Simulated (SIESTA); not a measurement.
Ge:

```xyz
4
Lattice="3.9976 0.0000 0.0000 -1.9988 3.4620 0.0000 0.0000 0.0000 6.5994" Properties=species:S:1:pos:R:3 pbc="T T T"
Ge    0.0000    2.3080    6.1843
Ge    1.9988    1.1540    2.8846
Ge    0.0000    2.3080    3.7148
Ge    1.9988    1.1540    0.4151
```

This isn't the form of Ge at room conditions, which is diamond.

```yaml
Program: SIESTA 5.4.2
Task: single point
Functional: PBE
Potentials_or_basis: PseudoDojo 0.4 standard (PBE files)
Basis: DZP (energy shift 0.002 Ry)
Grid_cutoff: 800 Ry
Energy_shift: 0.002 Ry
k_mesh: 8 × 8 × 4
Occupations: fermi-dirac, width 0.05 eV
Spin: no spin polarisation
```

On this cell: pressure 6.6 GPa; largest force 0.029 eV/Å; band gap on the k mesh 0.18 eV, direct.

The same run follows on a disturbed copy (atoms moved at random, drawn with an rms of 0.05 Å):

```
Ge
1.0
     3.99759    0.00000    0.00000
    -1.99879    3.46201    0.00000
     0.00000    0.00000    6.59938
Ge
4
Direct
  0.32803 0.66489 0.93959
  0.67763 0.33919 0.43330
  0.34363 0.67052 0.56725
  0.67313 0.32691 0.06117
```

What changes?

The energy moves by +7.8 meV/atom; pressure 6.7 GPa; largest force 0.705 eV/Å; band gap on the k mesh 0.08 eV, direct.

Forces on the atoms (eV/Å):
```
Ge   0.679 -0.147 -0.117
Ge   0.037 -0.094  0.394
Ge  -0.041  0.087 -0.383
Ge  -0.675  0.155  0.107
```

Stress tensor (GPa, compression positive):
```
 6.42  0.93 -0.71
 0.93  6.62  0.23
-0.71  0.23  6.92
```

Caveats: semicore shells carry a single zeta, which can move pressures by several GPa and volumes by a few percent; the basis of atomic orbitals isn't converged, which shifts pressures, moduli and gaps.

A k mesh can miss the band edges.
